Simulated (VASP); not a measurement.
# HfN (Fm-3m) in VASP: a series of runs, part 2 of 2

VASP 6.6.1.

## (3) Relaxation of cell and atoms, AM05

This run uses another cell than the first one, of 11.27 Å³/atom, 0.982 times its volume.

INCAR reads:

```
SYSTEM = HfN
PREC = Accurate
ENCUT = 600
EDIFF = 1E-7
ISMEAR = 1
SIGMA = 0.1
LREAL = .False.
LASPH = .True.
NELM = 80
ALGO = Normal
ISIF = 3
LWAVE = .False.
LCHARG = .False.
GGA = AM
IBRION = 2
NSW = 90
EDIFFG = -0.005
```

KPOINTS reads:

```
Automatic mesh
0
Gamma
  14 14 14
  0 0 0
```

POSCAR reads:

```
HfN                                     
1.0
    0.0000000000      2.2421566906      2.2421566906
    2.2421566906      0.0000000000      2.2421566906
    2.2421566906      2.2421566906      0.0000000000
  Hf              N             
     1     1
Direct
     0.0000000000000000    0.0000000000000000    0.0000000000000000
     0.5000000000000000    0.5000000000000000    0.5000000000000000
```

Potentials or basis: VASP PAW PBE potentials, release 64 (Hf_pv, N).

The run is started by

```sh
> cat potpaw_PBE.64/Hf_pv/POTCAR potpaw_PBE.64/N/POTCAR > POTCAR
> mpirun -np 1 vasp_std > vasp.out
```

OUTCAR:

```text
SYSTEM = HfN
   PREC = Accurate
   ENCUT = 600
   EDIFF = 1E-7
   ISMEAR = 1
   LREAL = .False.
   LASPH = .True.
   NELM = 80
   ISIF = 3
   GGA = AM
   IBRION = 2
   NSW = 90
   EDIFFG = -0.005

 ion  position               nearest neighbor table
   1  0.000  0.000  0.000-   2 2.24   2 2.24   2 2.24   2 2.24   2 2.24   2 2.24
   2  0.500  0.500  0.500-   1 2.24   1 2.24   1 2.24   1 2.24   1 2.24   1 2.24

  LATTYP: Found a face centered cubic cell.
 ALAT       =     4.4843133812

  Lattice vectors:

 A1 = (   0.0000000000,   2.2421566906,   2.2421566906)
 A2 = (   2.2421566906,   0.0000000000,   2.2421566906)
 A3 = (   2.2421566906,   2.2421566906,   0.0000000000)

Analysis of symmetry for initial positions (statically):
=====================================================================
 Subroutine PRICEL returns:
 Original cell was already a primitive cell.

 Routine SETGRP: Setting up the symmetry group for a
 face centered cubic supercell.

 Subroutine GETGRP returns: Found 48 space group operations
 (whereof 48 operations were pure point group operations)
 out of a pool of 48 trial point group operations.

The static configuration has the point symmetry O_h .

Analysis of symmetry for dynamics (positions and initial velocities):
=====================================================================
 Subroutine PRICEL returns:
 Original cell was already a primitive cell.

 Routine SETGRP: Setting up the symmetry group for a
 face centered cubic supercell.

 Subroutine GETGRP returns: Found 48 space group operations
 (whereof 48 operations were pure point group operations)
 out of a pool of 48 trial point group operations.

The dynamic configuration has the point symmetry O_h .

 Subroutine INISYM returns: Found 48 space group operations
 (whereof 48 operations are pure point group operations),
 and found     1 'primitive' translations

----------------------------------------------------------------------------------------

                                     Primitive cell

  volume of cell :      22.5438

  direct lattice vectors                    reciprocal lattice vectors
     0.000000000  2.242156691  2.242156691    -0.222999580  0.222999580  0.222999580
     2.242156691  0.000000000  2.242156691     0.222999580 -0.222999580  0.222999580
     2.242156691  2.242156691  0.000000000     0.222999580  0.222999580 -0.222999580

  length of vectors
     3.170888401  3.170888401  3.170888401     0.386246602  0.386246602  0.386246602

  position of ions in fractional coordinates (direct lattice)
     0.000000000  0.000000000  0.000000000
     0.500000000  0.500000000  0.500000000

  ion indices of the primitive-cell ions
   primitive index   ion index
                 1           1
                 2           2

----------------------------------------------------------------------------------------

 KPOINTS: Automatic mesh

Automatic generation of k-mesh.
 Grid dimensions read from file:
 generate k-points for:   14   14   14

 Generating k-lattice:

[... 42 lines left out ...]
 [... further k-points ...]
   k-points           NKPTS =    104   k-points in BZ     NKDIM =    104   number of bands    NBANDS=     11
   number of dos      NEDOS =    301   number of ions     NIONS =      2
   total plane-waves  NPLWV =  21952
   dimension x,y,z NGX =    28 NGY =   28 NGZ =   28
   dimension x,y,z NGXF=    56 NGYF=   56 NGZF=   56
   ions per type =               1   1
   NGX,Y,Z   is equivalent  to a cutoff of  14.68, 14.68, 14.68 a.u.
   NGXF,Y,Z  is equivalent  to a cutoff of  29.36, 29.36, 29.36 a.u.
 SYSTEM =  HfN
   PREC   = accura    normal or accurate (medium, high low for compatibility)
   ISTART =      0    job   : 0-new  1-cont  2-samecut
   ICHARG =      2    charge: 1-file 2-atom 10-const
   ISPIN  =      1    spin polarized calculation?
   LNONCOLLINEAR =      F non collinear calculations
   LSORBIT =      F    spin-orbit coupling
   LASPH  =      T    aspherical Exc in radial PAW
   ENCUT  =  600.0 eV  44.10 Ry    6.64 a.u.   6.33  6.33  6.33*2*pi/ulx,y,z
   NELM   =     80;   NELMIN=  2; NELMDL= -5     # of ELM steps
   EDIFF  = 0.1E-06   stopping-criterion for ELM
   LREAL  =      F    real-space projection
   EDIFFG = -.5E-02   stopping-criterion for IOM
   NSW    =     90    number of steps for IOM
   IBRION =      2    ionic relax: 0-MD 1-quasi-New 2-CG
   NFREE  =      1    steps in history (QN), initial steepest desc. (CG)
   ISIF   =      3    stress and relaxation
   ISYM   =      2    0-nonsym 1-usesym 2-fastsym
   POTIM  = 0.5000    time-step for ionic-motion
   TEBEG  =    0.0;   TEEND  =   0.0 temperature during run
   PSTRESS=    0.0 pullay stress
   NELECT =      15.0000    total number of electrons
   NUPDOWN=      -1.0000    fix difference up-down
   EMIN   =  10.00;   EMAX   =-10.00  energy-range for DOS
   EFERMI =   0.00;   METHOD = LEGACY
   ISMEAR =     1;   SIGMA  =   0.10  broadening in eV -4-tet -1-fermi 0-gaus
   EFERMI_NEDOS =   21; number of points for ismear=-14 and -15
   IALGO  =     38    algorithm
   IMIX   =      4    mixing-type and parameters
     AMIX     =   0.40;   BMIX     =  1.00
     AMIX_MAG =   1.60;   BMIX_MAG =  1.00
  volume/ion in A,a.u.               =      11.27        76.07
  Fermi-wavevector in a.u.,A,eV,Ry     =   1.429210  2.700815 27.791810  2.042640
  Thomas-Fermi vector in A             =   2.549188
   LORBIT       =      0    0 simple, 1 ext, 2 COOP (PROOUT), +10 PAW based schemes
   GGA     = AM    functional components
   LHFCALC =     F    Hartree Fock is set to
   AEXX    =    0.0000 exact exchange contribution
   IVDW    =     0    specifies the selected vdW correction
   LEPSILON=     F    determine dielectric tensor
   LRPA    =     F    only Hartree local field effects (RPA)
 conjugate gradient relaxation of ions
 non-spin polarized calculation
 Methfessel and Paxton  Order N= 1 SIGMA  =   0.10
  energy-cutoff  :      600.00
  volume of cell :       22.54
 maximum number of plane-waves:       763
 NGX is ok and might be reduce to    28
   NGX = 13   NGY = 13   NGZ = 13

 number of electron      15.0000002 magnetization

 Free energy of the ion-electron system (eV)
  ---------------------------------------------------
  ext. energy  EPLUGINS =         0.00000000
  ---------------------------------------------------
  free energy    TOTEN  =       -22.50770153 eV

  energy without entropy =      -22.50715542  energy(sigma->0) =      -22.50751949

 E-fermi :   8.3883     XC(G=0): -13.0040

 val. band max:        8.3651582302   @ k =   0.5000   0.2143   0.0000
 cond. band min:       8.4096331024   @ k =   0.3571   0.1429   0.0714
 fundamental gap:      0.0444748721
 Fermi energy:         8.3883002577

 k-point     1 :       0.0000    0.0000    0.0000
  band No.  band energies     occupation
      1     -22.6021      2.00000
      2     -22.6021      2.00000
      3     -22.6021      2.00000
      4      -9.1366      2.00000
      5       5.3991      2.00000
      6       5.3991      2.00000
      7       5.3991      2.00000
      8       8.0226      2.00000
      9       8.0226      2.00000
     10       8.0226      2.00000
     11      10.4381      0.00000
[... 309 lines left out ...]
 k-point    24 :       0.2857    0.1429    0.0000
  band No.  band energies     occupation
      1     -23.1330      2.00000
      2     -22.7236      2.00000
      3     -22.7071      2.00000
      4      -7.7930      2.00000
      5       1.5665      2.00000
      6       3.5632      2.00000
      7       3.9541      2.00000
      8       7.3007      2.00000
      9      10.8787      0.00000
     10      10.9925      0.00000
     11      12.4447      0.00000

 [... further k-points ...]

------------------------ aborting loop because EDIFF is reached ----------------------------------------

  FORCE on cell =-STRESS in cart. coord.  units (eV):
  Direction    XX          YY          ZZ          XY          YZ          ZX
  --------------------------------------------------------------------------------------
  -------------------------------------------------------------------------------------
  Total       -0.0064467     -0.0064467     -0.0064467      0.0000000      0.0000000      0.0000000
  in kB       -0.4581659     -0.4581659     -0.4581659      0.0000000      0.0000000      0.0000000
  external PRESSURE =      -0.4581659 kB  Pullay stress =       0.0000000 kB

 VOLUME and BASIS-vectors are now :
 -----------------------------------------------------------------------------
  energy-cutoff  :      600.00
  volume of cell :       22.54
      direct lattice vectors                 reciprocal lattice vectors
     0.000000000  2.242156691  2.242156691    -0.222999580  0.222999580  0.222999580
     2.242156691  0.000000000  2.242156691     0.222999580 -0.222999580  0.222999580
     2.242156691  2.242156691  0.000000000     0.222999580  0.222999580 -0.222999580

 POSITION                                       TOTAL-FORCE (eV/Angst)
 -----------------------------------------------------------------------------------
      0.00000      0.00000      0.00000         0.000000     -0.000000     -0.000000
      2.24216      2.24216      2.24216        -0.000000      0.000000      0.000000
 -----------------------------------------------------------------------------------
    total drift:                                0.000000      0.000000      0.000000

  FREE ENERGIE OF THE ION-ELECTRON SYSTEM (eV)
  ---------------------------------------------------
  free  energy   TOTEN  =       -22.5077015324 eV

  energy  without entropy=      -22.5071554163  energy(sigma->0) =      -22.50751949

 reached required accuracy - stopping structural energy minimisation
```

OSZICAR:

```text
N       E                     dE             d eps       ncg     rms          rms(c)
DAV:   1     0.437574421617E+02    0.43757E+02   -0.89531E+03  2288   0.144E+03
DAV:   2    -0.225416976496E+02   -0.66299E+02   -0.62236E+02  3004   0.281E+02
DAV:   3    -0.251347497691E+02   -0.25931E+01   -0.25546E+01  2980   0.485E+01
DAV:   4    -0.251608051897E+02   -0.26055E-01   -0.25993E-01  2815   0.465E+00
DAV:   5    -0.251611725591E+02   -0.36737E-03   -0.36673E-03  2992   0.441E-01    0.529E+01
DAV:   6    -0.225975444997E+02    0.25636E+01   -0.13226E+01  2748   0.271E+01    0.426E+01
DAV:   7    -0.225304869839E+02    0.67058E-01   -0.64572E-01  2615   0.741E+00    0.256E+01
DAV:   8    -0.225158746250E+02    0.14612E-01   -0.97321E-02  2721   0.313E+00    0.522E+00
DAV:   9    -0.225081730252E+02    0.77016E-02   -0.42817E-02  2710   0.153E+00    0.170E+00
DAV:  10    -0.225076974030E+02    0.47562E-03   -0.21053E-03  2717   0.425E-01    0.206E-01
DAV:  11    -0.225077039950E+02   -0.65920E-05   -0.14671E-04  2889   0.120E-01    0.414E-02
DAV:  12    -0.225077017623E+02    0.22328E-05   -0.12716E-05  2722   0.344E-02    0.292E-02
DAV:  13    -0.225077015197E+02    0.24261E-06   -0.77754E-07  2671   0.961E-03    0.180E-03
DAV:  14    -0.225077015324E+02   -0.12722E-07   -0.18830E-08  1498   0.161E-03
   1 F= -.22507702E+02 E0= -.22507519E+02  d E =-.225077E+02
```

Run time: 18 s. Hardware: 1 thread of Intel Xeon 6975P-C (Granite Rapids), shared host; peak memory 0.18 GiB.

Results:

```
Free energy             : -22.5077 eV
Pressure after relaxing : 0.0 GPa
Band gap on the k mesh  : none (metal or under the smearing width)
```

Final structure:
```
Hf N
1.0
     0.00000    2.24216    2.24216
     2.24216    0.00000    2.24216
     2.24216    2.24216    0.00000
Hf N
1 1
Direct
  0.00000 0.00000 0.00000
  0.50000 0.50000 0.50000
```

Caveat: the relaxation stopped at its first step, so nothing moved; the PAW data sets were made with another functional, which shifts forces and pressure a little. The run has no spin-orbit coupling, so splittings on Hf are missing.
